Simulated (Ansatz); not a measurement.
# NbGe2N4 monolayer in a perpendicular field, part 2 of 3

Aim: how the NbGe2N4 monolayer screens a field along its normal, and what the field does to its bands. A positive field points along +c.

Ansatz 0.2.0; plane-wave DFT, PBE-D3(BJ), Ansatz PAW (set soft_1); PAW set soft_1.

So far. Step 2 (Relaxation): The lattice constant a goes from 3.020 to 3.060 Å.

### Step 3. Atoms held, field 0

A sawtooth potential applies the field, turning back in the middle of the vacuum. With the dipole correction the typed value is the field outside the slab. The induced dipole is small, so the SCF threshold is tight.

The cell differs from the one that the last finished run ended in (c 45.826 → 25.409 Å).

The input, input.yaml:

```yaml
crystal:
  lattice:
    - [3.0604201219, 0.0, 0.0]
    - [-1.5302100609, 2.6504015718, 0.0]
    - [0.0, 0.0, 25.4089519116]
  atoms:
    - { symbol: "N", position: [0.0, 0.0, 0.3542058732], spin: 0.01 }
    - { symbol: Ge, position: [0.3333333333, 0.6666666667, 0.3783416088] }
    - { symbol: "N", position: [0.3333333333, 0.6666666667, 0.4521014957] }
    - { symbol: Nb, position: [0.0, 0.0, 0.5], spin: 0.32 }
    - { symbol: "N", position: [0.3333333333, 0.6666666667, 0.5478985043] }
    - { symbol: Ge, position: [0.3333333333, 0.6666666667, 0.6216583912] }
    - { symbol: "N", position: [0.0, 0.0, 0.6457941268], spin: 0.01 }
magnetization:
  spin_polarized: true
kpoints:
  mp_grid: { grid: [18, 18, 1] }
  band_path:
    path: [[0, 0, 0], [0.5, 0, 0], [0.33333333, 0.33333333, 0], [0, 0, 0]]
    npoints: 16
hamiltonian:
  xc: pbe
  dispersion: d3bj
  pseudopotentials: { kind: paw, azcp: { folder: soft_1 } }
scf:
  occupations: { method: fermi_dirac, width: 0.02585 }
  convergence: { dr2_threshold: 1.0e-10 }
efield:
  axis: 3
  dipole_correction: true
  ramp_position: 0.97
  ramp_width: 0.06
  amplitude: 0
output:
  dos: { projected: true, e_range: [-6, 5] }
  write_potential: true
  write_density: true
  volumetric_format: npy
  elf: true
```

Launch:

```
> ansatz run input.yaml --threads 4 --pin off --max-ram 6144MiB --backend cpu --events-out ev --progress --plain --runs-dir out
```

Numbers of over 12 decimals in the logs are rounded to 6 here.

Log:

```text
[...]
Crystal: 7 atoms, lattice volume = 206.101 Å³
Basis set: ecut = 420 eV, 4021 PW (Γ)
Bands: 38, of which v1, the nominal top of the filled ones, is band 31 counted from 1 (30 counted from 0)
Symmetry: 6 space group operations
k-points: 37 of 324 (time reversal used)
[...]
Starting moments: Σ|m| = 0.34 μB on 3 of 7 sites
[...]
SCF iter   1: F=—  HF=-14678.665665 eV  |F-HF|=—  |Δ(HF+E_count)|=         —  Δρ=5.06e-2 (↑5.06e-2 ↓5.02e-2)  dr2=2.76e1  dr2_m=1.12e-2  M=0.523 μB ∫|m|=0.527 μB  β_m=0.56  ethr=3.10e-3  p=-0.000 e·Å  D=-6.24e-14 V/Å  ΔV_dip=0.00 eV  dr2_dipole=8.91e-10  V_vac-E_F(+/−)=7.37/7.37 eV  ⟨swp⟩=9.2  Hψ=13953  notcnv=0
[...]
efield: sawtooth ramp at fractional position 0.9700 (set: `efield.ramp_position`, or a place that a band, a saddle search or an elastic batch's reference lends), width 0.0600; the density the first Hamiltonian is built on has a dipole p = -0.000 e·Å; the dipole correction subtracts the counter field D = -6.24e-14 V/Å, which shifts the + side's vacuum level by +0.00 eV against the − side's; the planar-averaged density in the ramp window peaks in size at 2.9e-6 e/Å³
[...]
SCF iter   2: F=—  HF=-14680.193763 eV  |F-HF|=—  |Δ(HF+E_count)|=    1.53e0  Δρ=3.02e-2 (↑2.87e-2 ↓3.02e-2)  dr2=9.94e0  dr2_m=1.26e-2  M=0.665 μB ∫|m|=0.672 μB  β_m=0.47  ethr=3.10e-3  p=0.000 e·Å  D=2.71e-5 V/Å  ΔV_dip=-0.00 eV  dr2_dipole=2.16e-8  V_vac-E_F(+/−)=6.72/6.72 eV  ⟨swp⟩=3.0  Hψ=5413  notcnv=0  defer=127
density mixer auto → msr1: a metal under ldos (density of states about μ 0.55 of a free-electron gas's, 18 screened modes)
SCF iter   3: F=—  HF=-14681.939296 eV  |F-HF|=—  |Δ(HF+E_count)|=    1.75e0  Δρ=1.01e-2 (↑1.01e-2 ↓1.01e-2)  dr2=7.60e-1  dr2_m=5.29e-3  M=0.744 μB ∫|m|=0.767 μB  β_m=0.66  ethr=3.10e-3  p=0.000 e·Å  D=4.31e-5 V/Å  ΔV_dip=-0.00 eV  dr2_dipole=4.30e-8  V_vac-E_F(+/−)=6.02/6.02 eV  ⟨swp⟩=3.5  Hψ=6241  notcnv=0  defer=131
[...]
SCF iter  14: F=-14682.019953 eV  HF=-14682.019953 eV  |F-HF|=5.82e-11  |Δ(HF+E_count)|=  4.58e-10  Δρ=7.43e-8 (↑7.43e-8 ↓5.71e-8)  dr2=2.34e-11  dr2_m=2.19e-12  M=0.774 μB ∫|m|=0.803 μB  ethr=1.00e-12  p=0.000 e·Å  D=1.27e-7 V/Å  ΔV_dip=-0.00 eV  dr2_dipole=4.45e-14  V_vac-E_F(+/−)=5.54/5.54 eV  ⟨swp⟩=11.8  Hψ=11412  notcnv=0
SCF 1 converged in 14 iterations: F = -14682.019953 eV  dr2 = 2.34e-11
[...]
NSCF: frozen V_eff on 49 k-points
efield: sawtooth ramp at fractional position 0.9700 (kept from the solve that this one continues, or follows in the run), width 0.0600; the density the first Hamiltonian is built on has a dipole p = 0.000 e·Å; the dipole correction subtracts the counter field D = 1.27e-7 V/Å, which shifts the + side's vacuum level by -0.00 eV against the − side's; the planar-averaged density in the ramp window peaks in size at 2.2e-6 e/Å³
SCF converged after 14 iterations
Magnetization: 0.7739 μB (30.8870 up, 30.1130 down)
Absolute magnetization: 0.8030 μB (∫|ρ↑−ρ↓|, with the PAW one-centre terms)
[...]
Per-site moments (μB) at R_I (Å): [(0.00620885, 0.771513), (0.00334572, 0.771513), (0.000724332, 0.773092), (0.329356, 0.885028), (0.000724334, 0.773092), (0.00334572, 0.771513), (0.00620886, 0.771513)]
Free energy (F): -14682.019953 eV
[...]
Internal energy: -14682.013669 eV  (E = F + TS)
E sigma→0 (E₀):  -14682.016811 eV
Entropy (-TS):   -0.006284 eV (-0.898 meV/atom)
Fermi energy:    1.480994 eV
Dipole field:    D = 0.000000 V/Å  (p = 0.000000 e·Å, saw-weighted, corrected)
Work function:   Φ+ = 5.5404 eV   Φ− = 5.5404 eV
Levels:          The Fermi level and band energies are counted from a zero that moves with the ramp; work functions are not
[...]
--- Band table (eV; the first three rows and the last of 74) ---
  k-point 0 ↑: bands = [... 27 lower, -0.8168, -0.8168, -0.2589, 1.5509, 3.2631, 3.6555, 4.8671, 4.8671, ... 3 higher]
  k-point 1 ↑: bands = [... 27 lower, -0.9186, -0.8692, -0.1602, 1.6687, 3.4249, 3.5728, 4.8586, 4.9966, ... 3 higher]
  k-point 2 ↑: bands = [... 27 lower, -1.0617, -1.0153, -0.0845, 1.7502, 3.5156, 3.7627, 4.8359, 5.0820, ... 3 higher]
  k-point 36 ↓: bands = [... 27 lower, -1.9789, -0.6196, -0.0035, 1.9930, 3.9885, 5.6085, 5.6248, 6.3657, ... 3 higher]
```

Run time: 36 s. Hardware: 4 threads of Arm Neoverse V1, shared host; peak memory 0.87 GiB; 2.4 min of CPU time.

The column dr2 measures how far the density is from self-consistency, as an energy; F and HF (Harris–Foulkes) agree once it is small.

This step gave:

| Item | Value |
| --- | --- |
| energy at zero smearing | -14682.0168 eV |
| total moment | 0.7739 μB |
| site moments | 0.006209, 0.003346, 7.24e-4, 0.3294, 7.24e-4, 0.003346, 0.006209 μB |
| work function, upper face | 5.540 eV |
| dipole along the normal | 4.63e-7 e·Å |

Running mean over a fixed 2.7 Å (it still follows the layers) of the planar mean; the ramp of the sawtooth is left out. Table of electron's electrostatic potential energy less the Fermi level by z:

z (Å), electron's electrostatic potential energy less the Fermi level (eV) and a bar from the least value:
```
      3.0        5.5 ##############################
      3.5        5.5 ##############################
      4.0        5.5 ##############################
      4.5        5.5 ##############################
      5.0        5.5 ##############################
      5.5        5.5 ##############################
      6.0        5.5 ##############################
      6.5        5.5 ##############################
      7.0        5.1 #############################
      7.5        3.3 ##########################
      8.0       -0.2 ####################
      8.5       -3.3 ###############
      9.0       -5.6 ###########
      9.5       -6.6 #########
     10.0       -7.0 ########
     10.5       -6.3 ##########
     11.0       -6.1 ##########
     11.5       -8.1 #######
     12.0      -10.4 ###
     12.5      -11.9 
     13.0      -11.8 
     13.5      -10.0 ###
     14.0       -7.6 #######
     14.5       -5.9 ##########
     15.0       -6.5 #########
     15.5       -7.0 ########
     16.0       -6.5 #########
     16.5       -5.3 ###########
     17.0       -2.8 ################
     17.5        0.4 #####################
     18.0        3.8 ###########################
     18.5        5.2 #############################
     19.0        5.5 ##############################
     19.5        5.5 ##############################
     20.0        5.5 ##############################
     20.5        5.5 ##############################
     21.0        5.5 ##############################
     21.5        5.5 ##############################
     22.0        5.5 ##############################
```

The density of states has structure finer than the step of the table below, so its rows give means over 0.25 eV, whole bins alone (the curve runs from -6 to 1.99 eV). Peaks (eV: height): total -5.530: 6.09, -4.870: 9.83, -2.990: 8.80, -2.550: 6.27, -2.200: 8.26, -0.710: 4.75, 0.040: 7.28; up -5.530: 4.47, -5.040: 3.45, -4.900: 5.05, -2.990: 5.43, -2.550: 3.10, -2.250: 3.45, -0.710: 4.75; down -4.950: 3.59, -4.870: 6.23, -2.940: 3.97, -2.500: 3.28, -2.200: 5.29, -2.140: 4.32, 0.040: 7.07.

Table of density of states by energy, zero at the Fermi level; means over each step; values in states/eV a cell:

```csv
energy (eV),total,up,down
-5.75,2.70,1.36,1.34
-5.50,4.30,2.26,2.04
-5.25,2.93,1.45,1.48
-5.00,5.34,2.99,2.35
-4.75,5.49,2.74,2.76
-4.50,4.25,1.96,2.29
-4.25,3.58,1.65,1.93
-4.00,2.75,1.38,1.37
-3.75,2.64,1.29,1.36
-3.50,1.92,0.913,1.01
-3.25,3.93,2.18,1.75
-3.00,6.41,3.34,3.07
-2.75,4.60,2.29,2.31
-2.50,5.45,2.58,2.87
-2.25,5.80,2.68,3.12
-2.00,4.53,2.08,2.45
-1.75,2.24,1.12,1.12
-1.50,1.03,0.413,0.615
-1.25,0,0,0
-1.00,0,0,0
-0.75,1.71,1.71,0
-0.50,1.15,1.15,0
-0.25,0.508,0.508,0
0.00,2.42,0.231,2.19
0.25,1.35,0.335,1.01
0.50,0.461,0,0.461
0.75,0.366,0,0.366
1.00,0,0,0
1.25,0,0,0
1.50,0,0,0
1.75,0.0587,0.0494,0.00935
```

Projected DOS per atom over height of the atomic layer and energy from the Fermi level. Layers: N Ge N Nb N Ge N from below.

Values in states/eV, 22 rows by 7 columns, each cell a mean:
```
0.02 0.02 0.01 0.08 0.01 0.02 0.02
0.00 0.00 0.00 0.00 0.00 0.00 0.00
0.00 0.00 0.00 0.00 0.00 0.00 0.00
0.03 0.02 0.02 0.23 0.02 0.02 0.03
0.03 0.02 0.05 0.66 0.05 0.02 0.03
0.04 0.03 0.11 1.54 0.11 0.03 0.04
0.01 0.01 0.06 0.57 0.06 0.01 0.01
0.03 0.02 0.10 1.24 0.10 0.02 0.03
0.00 0.00 0.00 0.00 0.00 0.00 0.00
0.21 0.00 0.22 0.01 0.22 0.00 0.21
0.61 0.01 0.62 0.09 0.62 0.01 0.61
1.42 0.04 1.18 0.37 1.18 0.04 1.42
0.83 0.07 1.32 0.64 1.32 0.07 0.83
1.00 0.14 1.34 0.73 1.34 0.14 1.00
0.67 0.13 0.79 0.50 0.79 0.13 0.67
0.39 0.09 0.43 0.49 0.43 0.09 0.39
0.51 0.16 0.45 0.54 0.45 0.16 0.51
0.66 0.27 0.68 0.70 0.68 0.27 0.66
0.99 0.40 0.86 0.72 0.86 0.40 0.99
0.66 0.31 0.75 0.64 0.75 0.31 0.66
0.59 0.39 0.74 0.55 0.74 0.39 0.59
0.45 0.31 0.44 0.33 0.44 0.31 0.45
```
Columns: height of the atomic layer (Å) from 9 to 16.4 (not evenly spaced); rows upwards: energy from the Fermi level (eV) from -5.96 to 1.96.

Projected DOS per atom, spin up over height of the atomic layer and energy from the Fermi level. Layers: N Ge N Nb N Ge N from below.

Ten even steps from '_' (0.00 states/eV) to '@' (1.24 states/eV), each cell a mean:
```
______________
______________
______________
______________
______________
______..______
______==______
______@@______
______________
______________
::__::__::__::
++__==..==__++
--__++::++__--
--__++::++__--
--__--::--__--
..__......__..
::__..::..__::
::..::::::..::
--..------..--
::..--::--..::
::..--::--..::
..............
```
Columns: height of the atomic layer (Å) from 9 to 16.4 (not evenly spaced); rows upwards: energy from the Fermi level (eV) from -5.96 to 1.96.

Projected DOS per atom, spin down over height of the atomic layer and energy from the Fermi level. Layers: N Ge N Nb N Ge N from below.

Ten even steps from '0' (0.00 states/eV) to '9' (1.35 states/eV), each cell a mean:
```
0000000
0000000
0000000
0001000
0004000
0009000
0000000
0000000
0000000
0000000
2020202
5041405
3042403
3052503
2021202
1011101
1011101
2022202
3132313
2122212
2121212
1111111
```
Columns: height of the atomic layer (Å) from 9 to 16.4 (not evenly spaced); rows upwards: energy from the Fermi level (eV) from -5.96 to 1.96.

Deep bands are left out, so band numbers here count from the lowest band kept and differ from the log's. The electronic bands at the labelled points (eV, zero at the Fermi level; # counts the bands kept):

```csv
point,up #12,up #13,up #14,up #15,down #11,down #12,down #13,down #14
Γ,-1.74,0.07,1.78,2.17,-2.23,-1.73,0.43,1.79
halfway,-1.85,-0.45,2.37,2.76,-2.71,-1.83,0.27,2.53
M,-1.94,-0.66,2.46,2.57,-2.28,-1.90,0.04,2.53
halfway,-1.87,-0.51,2.53,3.65,-2.14,-1.84,0.18,3.20
K,-1.51,-0.14,1.76,3.91,-2.10,-1.48,0.51,2.51
halfway,-1.95,-0.63,2.67,3.27,-2.32,-1.93,0.10,2.93
Γ,-1.74,0.07,1.78,2.17,-2.23,-1.73,0.43,1.79
```

Spin density in the ca plane at fractional y = 0.667, with atoms of Ge and N within 0.2 Å of it.

Ten even steps from '0' (-0.01 e/Å³) to '9' (0.11 e/Å³), each cell a mean:
```
00000000000000000000000000001139721100000000
00000000000000000000000000001149721100000000
00000000000000000000000000000126411000000000
00000000000000000000000000000012100000000000
00000000000000000000000001110000000011100000
00000000000000000000000001110000000011100000
00000000000000000000000000000001100000000000
00000000000000000000000000000125410000000000
```
Columns run along c (16.0 Å, from fractional 0.05 to 0.68 of the cell), rows up along a (3.1 Å). Atoms in or near the plane, at fractional coordinates: Ge at (0.38, 0.33), N at (0.45, 0.33), N at (0.55, 0.33), Ge at (0.62, 0.33).

ELF in the ca plane at fractional y = 0.667, with atoms of Ge and N within 0.2 Å of it. It is the smooth field of the valence electrons, not physical close to the nuclei.

Ten even steps from '0' (0.00) to '9' (0.81), each cell a mean:
```
00000000013577764101212452121113577764100000
00000000013577764101112452111013577764200000
00000000001356654225763222576323566542000000
00000000000124333469997216999743334310000000
00000000000023222489468428747952213210000000
00000000000023232489358428737951313210000000
00000000000123323469998316999843234310000000
00000000001356654336874223687423456532000000
```
Columns run along c (16.0 Å, from fractional 0.16 to 0.79 of the cell), rows up along a (3.1 Å). Atoms in or near the plane, at fractional coordinates: Ge at (0.38, 0.33), N at (0.45, 0.33), N at (0.55, 0.33), Ge at (0.62, 0.33).

Valence density in the ca plane at fractional y = 0.667, with atoms of Ge and N within 0.2 Å of it. It is the smooth field of the valence electrons, not physical close to the nuclei.

Ten steps, logarithmic in the rise over the least value, from '0' (0 e/Å³) to '9' (30 e/Å³), each cell a mean:
```
00000000000011211000011232110001122100000000
00000000000011211000011232100001122100000000
00000000000011221111111221111111221100000000
00000000000001344222332112333213432100000000
00000000000002698424553213454336983100000000
00000000000002798434553213554337983100000000
00000000000001354223442112343223542100000000
00000000000011221111222221221111221100000000
```
Columns run along c (16.0 Å, from fractional 0.16 to 0.79 of the cell), rows up along a (3.1 Å). Atoms in or near the plane, at fractional coordinates: Ge at (0.38, 0.33), N at (0.45, 0.33), N at (0.55, 0.33), Ge at (0.62, 0.33).

The work function of the upper face is 5.54 eV.

(Continued in part 3 of 3.)

[Logs are printed without paths, hosts, clocks, repeated set-up lines and the standing remarks that a program may print on its own settings, such as how far it seeks lower states.]

[Hosts, paths, dates, database ids (printed as entryN), source tags and the programs' standing remarks are cut or masked in the printed files.]

[Maps of the electrostatic potential energy from Ansatz leave out the sawtooth potential of an applied field or a dipole correction, so their vacuum need not be flat; planar profiles and work functions include it.]

[The density of states shown here was stored with 400 of the rows of the run's finer table, so its peaks can read low, often by over a quarter, or be missed, and its means over a window can be off by a tenth or more.]
